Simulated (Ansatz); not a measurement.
# Ga (P6/mmm) in Ansatz: reference runs

Aim: a first look at Ga with PBE, on the cell as given and on a disturbed one.

All numbers are computed with Ansatz 0.2.0; they aren't measurements. Logs are shortened: lines on timing, memory, paths and dates and some standing lists are left out, and cuts for length are marked.

**1. The structure**

Symmetry: P6/mmm, No. 191, hexagonal system. Conventional cell: a = 4.449 Å, b = 4.449 Å, c = 2.765 Å, α = 90.00°, β = 90.00°, γ = 120.00°. Ga (site symmetry -6m2) is surrounded by 5 Ga at 2.57 to 2.77 Å.

The cell was built by a generator and needn't be a form met in nature.

**2. Single point, PBE**

input.yaml

```yaml
crystal:
  lattice:
    - [4.44947, 0.0, 0.0]
    - [-2.22474, 3.85336, 0.0]
    - [0.0, 0.0, 2.7652]
  atoms:
    - { symbol: Ga, position: [0.33333, 0.66667, 0.5] }
    - { symbol: Ga, position: [0.66667, 0.33333, 0.5] }
hamiltonian:
  xc: pbe
  pseudopotentials: { kind: paw }
kpoints:
  mp_grid: { grid: [7, 7, 10] }
scf:
  occupations: { method: fermi_dirac, width: 0.05 }
output:
  forces: true
  stress: true
  eigenvalues: true
```

Potentials or basis: Ansatz PAW.

Started as:

```sh
> ansatz run input.yaml --threads 2 --pin off --max-ram 5632MiB --backend cpu --events-out ev --progress --plain --runs-dir out
```

Log:

```text
Warning: the atoms were moved onto the symmetric positions of the space group found under crystal.symmetry.tolerance 1.0e-5 (fractional; no operation is sought that the atoms, as they stand in a round, miss by more than twice it, and no atom is moved by as much as it), and the run uses the moved positions. Before a round's move an operation carried an atom to 4.45e-5 Å from where it should land, the largest such distance. Atom 0 (counting from 0) moved farthest, by 2.57e-5 Å; the longest move in fractions of the cell, of whichever atom, is 0.47 of the tolerance, in 1 round. To run the atoms as typed, lower crystal.symmetry.tolerance until the operations that they miss are no longer found, or set crystal.symmetry.detect: false (a key that needs symmetry detection or time reversal refuses this as the deck is read). The positions used, in the order of the run's atom list: position: [0.3333333333333333, 0.6666666666666666, 0.5]; position: [0.6666666666666666, 0.3333333333333333, 0.5]; The lattice was moved too: crystal.lattice keeps the space group found at crystal.symmetry.tolerance 1.0e-5 only nearly: the operation that it misses by the most changes a squared length by the fraction 3.97e-6. The run uses the lattice that is a stretch of the typed one, with no rotation, onto the one that keeps every operation to a double's rounding (on a very oblique basis the stretch itself rounds by more); the deck's lattice vector that moved farthest moved by 4.49e-6 Å. To run the lattice as typed, set crystal.symmetry.tolerance under 1.37e-6, the least fraction by which an operation that the lattice misses changes a squared length (the same key also sets how far an atom may lie from its image, so lowering it can lose operations that the atoms keep only within it), or set crystal.symmetry.detect: false, as for the atoms. crystal.lattice made exact, in Å and degrees: [[4.449473433286797, 2.886751346123012e-6, 0.0], [-2.224739216643399, 3.853355583314658, 0.0], [0.0, 0.0, 2.7652]]. Pasted over the deck's crystal.lattice, beside positions in fractional coordinates, it runs the same cell (given as lengths and angles, that cell in the form's own orientation, a rigid turn of the misfit's size from the one run here, for which a checkpoint.post_process_only pass over this run's state can be refused: where this run relaxes nothing, give such a pass this deck's own crystal.lattice, as typed; behind a relaxation, as crystal.lattice, the state's own cell, identity.cell in its checkpoint.json), and a matrix so pasted ends this notice, except on a very skew basis of the lattice, where the rounding of the pasted numbers themselves can read as a misfit: the cell is then moved again, and that move is told again. The lattice as run is in this notice's lattice.as_run_ang field (Run.prep()["deck_notices"] in Python, the deck_notice line of an events file, deck_notices of ansatz run --dry-run=json, or deck_notices in record.json in the deck's checkpoint.write directory).
Warning: RAYON_NUM_THREADS=2 ignored (pool sized by the plan → 2); use --threads N
Engine: ansatz 0.2.0, x86_64-unknown-linux-gnu
Pseudopotentials: kind: paw
Pseudopotential: Ga, paw, valence charge 13, recommended cutoff 420 eV (normal), Ga.paw.azcp
Functional definition: PBE
  parameter kappa = 0.804
  parameter beta = 0.06672455060314922
  exchange = pbe_x(kappa = kappa, mu = beta*pi^2/3)
  correlation = pbe_c(beta = beta)
Crystal: 2 atoms, lattice volume = 47.410 Å³
Basis set: ecut = 420 eV, 939 PW (Γ), exchange–correlation on 60×60×40 points (8 copies of the dense FFT grid, shifted against one another)
Bands: 17, of which v1, the nominal top of the filled ones, is band 13 counted from 1 (12 counted from 0)
Symmetry: 24 space group operations
Space group: P6/mmm (ITA 191), of the structure as read, at distance tolerance 3.6e-5 Å
k-points: 48 of 490
Non-local potential: Ga, projectors of the file, l = 0: 2, l = 1: 2, l = 2: 3, l = 3: 1
PAW form: soft (Blöchl's): semilocal exchange-correlation on the pseudo side does not see the compensation charge
PAW one-centre angular grid: Ga, 590 points (default); XC on 64 Gauss nodes
Initial density: superposition of atomic densities (neutral atoms: chi_scale 0, normalization atom), corrected by the library's trained network
Initial wavefunctions: pseudopotential atomic-orbital guess
Functional: x = pbe(κ = 0.804, μ = 0.2195149727645171), c = pbe(β = 0.06672455060314922)
SCF iter   1: F=—  HF=-7565.787616 eV  |F-HF|=—  |Δ(HF+E_count)|=         —  Δρ=2.00e-3  dr2=2.35e-3  ethr=1.77e-3  ⟨swp⟩=5.6  Hψ=3710  notcnv=0
preconditioner: auto → LDOS  [metal: Δε(μ)=0.091 eV  Ē_g=16.707 eV  σ=0.050 eV  W_gap=0.38  n_scr=8 (ndim 8)  ℏωp=27.5 eV  f_vac=0.096  D(μ)=0.77/eV (n_scr^D=6)  β→1.0]
SCF iter   2: F=—  HF=-7565.787059 eV  |F-HF|=—  |Δ(HF+E_count)|=   5.57e-4  Δρ=1.55e-3  dr2=6.01e-4  ethr=9.05e-6  ⟨swp⟩=2.0  Hψ=2004  notcnv=0  defer=1
SCF iter   3: F=—  HF=-7565.786813 eV  |F-HF|=—  |Δ(HF+E_count)|=   2.46e-4  Δρ=5.74e-4  dr2=9.43e-5  ethr=2.31e-6  ⟨swp⟩=2.0  Hψ=1457  notcnv=0  defer=1
SCF iter   4: F=—  HF=-7565.786694 eV  |F-HF|=—  |Δ(HF+E_count)|=   1.19e-4  Δρ=1.34e-4  dr2=5.63e-6  ethr=3.63e-7  ⟨swp⟩=2.0  Hψ=1416  notcnv=0  defer=1
SCF iter   5: F=—  HF=-7565.786690 eV  |F-HF|=—  |Δ(HF+E_count)|=   4.01e-6  Δρ=2.69e-5  dr2=2.18e-7  ethr=2.17e-8  ⟨swp⟩=2.0  Hψ=1439  notcnv=0  defer=1
SCF iter   6: F=-7565.786690 eV  HF=-7565.786690 eV  |F-HF|=8.39e-10  |Δ(HF+E_count)|=   8.11e-8  Δρ=1.77e-6  dr2=1.26e-9  ethr=3.85e-10  ⟨swp⟩=5.1  Hψ=3682  notcnv=0
SCF 1 converged in 6 iterations: F = -7565.786690 eV  dr2 = 1.26e-9
SCF converged after 6 iterations
Free energy (F): -7565.786690 eV
Harris-Foulkes:  -7565.786690 eV  (|F-HF|=8.39e-10)
Internal energy: -7565.780476 eV  (E = F + TS)
E sigma→0 (E₀):  -7565.783583 eV
Entropy (-TS):   -0.006214 eV (-3.107 meV/atom)
Fermi energy:    6.746024 eV
--- Per-component energies (eV) ---
  E_band       = -145.688210
  E_kinetic    = 229.163521
  E_local      = -4194.941959  (includes V_loc(G=0)·N_el)
  E_nonlocal   = 843.698741
  E_hartree    = 1951.221713
  E_xc         = -138.259166
  E_vxc        = -115.622109  (∫ρ·V_xc dr)
  E_paw        = -3970.584817  (= ΣΔE_a)
  E_vpaw       = -810.428655  (= ΣTr[D̂ρ^β])
  E_aug_tail   = -0.000274  (compensation charges beyond the density's cutoff)
  E_ewald      = -2286.078234
  E_smearing   = -0.006214  (= −TS)
  E_closure    = -0.000000  (closes the sum)
  Σ components = -7565.786690   (vs F -7565.786690, Δ=0.00e0)
--- Forces (eV/Å), atoms counted from 1 ---
  atom   1  Ga    -0.00000000    -0.00000000     0.00000000
  atom   2  Ga     0.00000000     0.00000000     0.00000000
  max |Σ_I F_I| component: 1.85e-17 eV/Å
--- Stress (GPa, compression-positive) ---
        0.560906       0.000000       0.000000
        0.000000       0.560906       0.000000
        0.000000       0.000000      -0.762487
  P = ⅓ Tr σ = 0.1198 GPa (1.198 kbar)
--- Band table (eV; the first three rows and the last of 48) ---
  k-point 0: bands = ["-8.3695", "-8.1487", "-8.1206", "-8.1206", "-8.0089", "-8.0089", "-7.9680", "-7.9680", "-7.8625", "-7.8625", "-3.2610", "5.2669", "6.1982", "6.1982", "9.9460", "9.9460", "12.9014"]
  k-point 1: bands = ["-8.3395", "-8.1196", "-8.1196", "-8.1094", "-8.0264", "-8.0264", "-7.9662", "-7.9662", "-7.8740", "-7.8740", "-3.0668", "5.4384", "6.3920", "6.3920", "10.1373", "10.1373", "12.9886"]
  k-point 2: bands = ["-8.2632", "-8.1198", "-8.1198", "-8.0688", "-8.0688", "-8.0063", "-7.9621", "-7.9621", "-7.9033", "-7.9033", "-2.4804", "5.9620", "6.9534", "6.9534", "9.9536", "10.7027", "10.7027"]
  k-point 47: bands = ["-8.2689", "-8.2410", "-8.1381", "-8.1282", "-8.1028", "-8.0792", "-7.9563", "-7.7914", "-7.7848", "-7.7349", "2.7997", "3.8526", "4.9768", "5.9776", "6.8192", "11.2520", "14.3847"]
```

It took 1.2 s on 2 threads of Intel Xeon Platinum 8259CL at 2.50GHz (Skylake/Cascade Lake), shared host; peak memory 0.38 GiB.

What came out:

```yaml
Free_energy: -7565.7867 eV
Pressure: 0.1 GPa
Band_gap_on_the_k_mesh: none (metal or under the smearing width)
```

Stress tensor (GPa, compression positive):
```
 0.56  0.00  0.00
 0.00  0.56  0.00
 0.00  0.00 -0.76
```

**3. Single point, PBE (atoms moved at random, drawn with an rms of 0.05 Å)**

Changes to input.yaml since step 2:

```diff
@@ -6,4 +6,4 @@
   atoms:
-    - { symbol: Ga, position: [0.33333, 0.66667, 0.5] }
-    - { symbol: Ga, position: [0.66667, 0.33333, 0.5] }
+    - { symbol: Ga, position: [0.339631, 0.662689, 0.516717] }
+    - { symbol: Ga, position: [0.682356, 0.342656, 0.489565] }
 hamiltonian:
@@ -19 +19,5 @@
   eigenvalues: true
+  write_density: true
+  write_potential: true
+  elf: true
+  volumetric_format: npy
```

Potentials or basis: Ansatz PAW.

Started as:

```sh
> ansatz run input.yaml --threads 2 --pin off --max-ram 5632MiB --backend cpu --events-out ev --progress --plain --runs-dir out
```

Log:

```text
Warning: RAYON_NUM_THREADS=2 ignored (pool sized by the plan → 2); use --threads N
Engine: ansatz 0.2.0, x86_64-unknown-linux-gnu
Pseudopotentials: kind: paw
Pseudopotential: Ga, paw, valence charge 13, recommended cutoff 420 eV (normal), Ga.paw.azcp
Functional definition: PBE
  parameter kappa = 0.804
  parameter beta = 0.06672455060314922
  exchange = pbe_x(kappa = kappa, mu = beta*pi^2/3)
  correlation = pbe_c(beta = beta)
Crystal: 2 atoms, lattice volume = 47.410 Å³
Basis set: ecut = 420 eV, 939 PW (Γ), exchange–correlation on 60×60×40 points (8 copies of the dense FFT grid, shifted against one another)
Bands: 17, of which v1, the nominal top of the filled ones, is band 13 counted from 1 (12 counted from 0)
Symmetry: 2 space group operations
Space group: P-1 (ITA 2), of the structure as read, at distance tolerance 3.6e-5 Å
k-points: 246 of 490
[... 27 lines left out ...]
  E_hartree    = 1951.464643
  E_xc         = -138.262322
  E_vxc        = -115.625861  (∫ρ·V_xc dr)
  E_paw        = -3970.581373  (= ΣΔE_a)
  E_vpaw       = -810.421234  (= ΣTr[D̂ρ^β])
  E_aug_tail   = -0.000264  (compensation charges beyond the density's cutoff)
  E_ewald      = -2285.816881
  E_smearing   = -0.006545  (= −TS)
  E_closure    = 0.000000  (closes the sum)
  Σ components = -7565.780465   (vs F -7565.780465, Δ=0.00e0)
--- Forces (eV/Å), atoms counted from 1 ---
  atom   1  Ga     0.07248664     0.24101494     0.01607286
  atom   2  Ga    -0.07248664    -0.24101494    -0.01607286
  max |Σ_I F_I| component: 0.00e0 eV/Å
--- Stress (GPa, compression-positive) ---
        1.617976       0.267281       0.015896
        0.267281      -0.355232       0.052224
        0.015896       0.052224      -0.798809
  P = ⅓ Tr σ = 0.1546 GPa (1.546 kbar)
--- Band table (eV; the first three rows and the last of 246) ---
  k-point 0: bands = ["-8.3697", "-8.1506", "-8.1304", "-8.1136", "-8.0204", "-8.0051", "-7.9702", "-7.9595", "-7.8733", "-7.8524", "-3.2619", "5.2677", "6.0649", "6.3391", "9.7798", "10.1115", "12.8979"]
  k-point 1: bands = ["-8.3400", "-8.1295", "-8.1124", "-8.1116", "-8.0377", "-8.0207", "-7.9699", "-7.9582", "-7.8849", "-7.8635", "-3.0677", "5.4392", "6.2588", "6.5331", "9.9713", "10.3024", "12.9873"]
  k-point 2: bands = ["-8.2646", "-8.1302", "-8.1117", "-8.0802", "-8.0612", "-8.0110", "-7.9654", "-7.9539", "-7.9141", "-7.8920", "-2.4812", "5.9627", "6.8199", "7.0957", "9.9527", "10.5369", "10.8671"]
  k-point 245: bands = ["-8.3169", "-8.2582", "-8.2436", "-8.0904", "-8.0387", "-8.0009", "-7.9043", "-7.8935", "-7.8666", "-7.7889", "-1.7868", "0.9385", "4.5815", "8.7620", "11.5772", "14.3123", "14.8756"]
```

rho_z.tsv:

```text
# z_ang	rho[e/angstrom^3]
# format = ansatz-planar-average/11
# lattice	4.449470000	0.000000000	0.000000000
# lattice	-2.224740000	3.853360000	0.000000000
# lattice	0.000000000	0.000000000	2.765200000
# sites	2
# site	31	0.036867220	2.553579285	1.428825848
# site	31	2.273802042	1.320376924	1.353745138
0.000000	9.017515e-2
0.138260	9.327631e-2
0.276520	1.038460e-1
0.414780	1.240273e-1
0.553040	1.579723e-1
0.691300	2.146416e-1
[... 12 lines left out ...]
2.488680	1.057886e-1
2.626940	9.417124e-2
```

v_z.tsv:

```text
# z_ang	v_es[eV]	v_tot[eV]
# format = ansatz-planar-average/11
# xc	pbe
# density_cutoff_ev	1680
# datasets	Ga=:simpson_from_first_knot:soft
# lattice	4.449470000	0.000000000	0.000000000
# lattice	-2.224740000	3.853360000	0.000000000
# lattice	0.000000000	0.000000000	2.765200000
# sites	2
# site	31	0.036867220	2.553579285	1.428825848
# site	31	2.273802042	1.320376924	1.353745138
0.000000	9.046511e0	1.959973e0
0.138260	8.908635e0	1.796623e0
0.276520	8.446614e0	1.200048e0
0.414780	7.576371e0	1.080109e-3
0.553040	6.175183e0	-1.915734e0
0.691300	4.450686e0	-4.283784e0
[... 12 lines left out ...]
2.488680	8.363028e0	1.086851e0
2.626940	8.868888e0	1.748014e0
```

It took 6.9 s on 2 threads of Intel Xeon Platinum 8259CL at 2.50GHz (Skylake/Cascade Lake), shared host; peak memory 0.51 GiB.

What came out:

```yaml
Free_energy: -7565.7805 eV
Pressure: 0.2 GPa
Largest_force: 0.252 eV/Å
Band_gap_on_the_k_mesh: none (metal or under the smearing width)
```

Forces on the atoms (eV/Å):
```
Ga   0.072  0.241  0.016
Ga  -0.072 -0.241 -0.016
```

Stress tensor (GPa, compression positive):
```
 1.62  0.27  0.02
 0.27 -0.36  0.05
 0.02  0.05 -0.80
```

Levels at points of the mesh, in eV from the Fermi level:
| k point | band 9 | band 10 | band 11 | band 12 | band 13 | band 14 | band 15 | band 16 | band 17 |
| --- | --- | --- | --- | --- | --- | --- | --- | --- | --- |
| (0.00, 0.00, 0.00) | -14.63 | -14.60 | -10.01 | -1.48 | -0.69 | -0.41 | 3.03 | 3.36 | 6.15 |
| (0.00, 0.00, -0.50) | -14.69 | -14.49 | -5.90 | -3.70 | 2.36 | 2.68 | 2.78 | 3.57 | 6.50 |
